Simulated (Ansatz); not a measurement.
# ZnS: a single-point run

Wanted: a converged single-point run for ZnS, and a check of what comes out. The structure is shown as the input types it. The cell is built on a prototype (CsCl type) and needn't be the phase found in nature.

Method: density functional or hybrid calculation with the settings of its input, plane waves (as first typed), in Ansatz 0.2.0.

2 further runs of the same task are left out: 2 that didn't finish.

### 1 Starting point

The structure is cubic, space group Pm-3m (No. 221). Conventional cell: a = 3.179 Å, b = 3.179 Å, c = 3.179 Å, α = 90.00°, β = 90.00°, γ = 90.00°. Zn (site symmetry m-3m) has 8 S at 2.75 Å as nearest neighbours. Around S (site symmetry m-3m) lie 8 Zn at 2.75 Å.

The input asks for a charge of +2 e on the cell.

Coordinates:

```
CELL_PARAMETERS angstrom
3.17923 0.00000 0.00000
0.00000 3.17923 0.00000
0.00000 0.00000 3.17923
ATOMIC_POSITIONS crystal
Zn 0.00000 0.00000 0.00000
S 0.50000 0.50000 0.50000
```

### 2 The run

Input file input.yaml:

```yaml
crystal:
  lattice:
    - [3.179233844, 0.0, 0.0]
    - [0.0, 3.179233844, 0.0]
    - [0.0, 0.0, 3.179233844]
  atoms:
    - { symbol: Zn, position: [0.0, 0.0, 0.0] }
    - { symbol: S, position: [0.5, 0.5, 0.5] }
kpoints:
  mp_grid: { grid: [6, 6, 6] }
hamiltonian:
  xc: pbe
scf:
  occupations: { method: fermi_dirac, width: 0.02 }
  n_extra_bands: 4
  max_iter: 78
output:
  forces: true
  stress: true
  eigenvalues: true
total_charge: 2
```

On the command line:

```bash
$ ansatz run input.yaml --threads 4 --pin off --max-ram 3686MiB --backend cpu --events-out ev --progress --plain --runs-dir out
```

What happens when this is run?

The program finished normally. That alone doesn't make the input a sound one.

Look at the input: total_charge is 2. The typed charge changes the electron count, so this is no longer the system that was meant.

The test: delete total_charge (the default then holds).
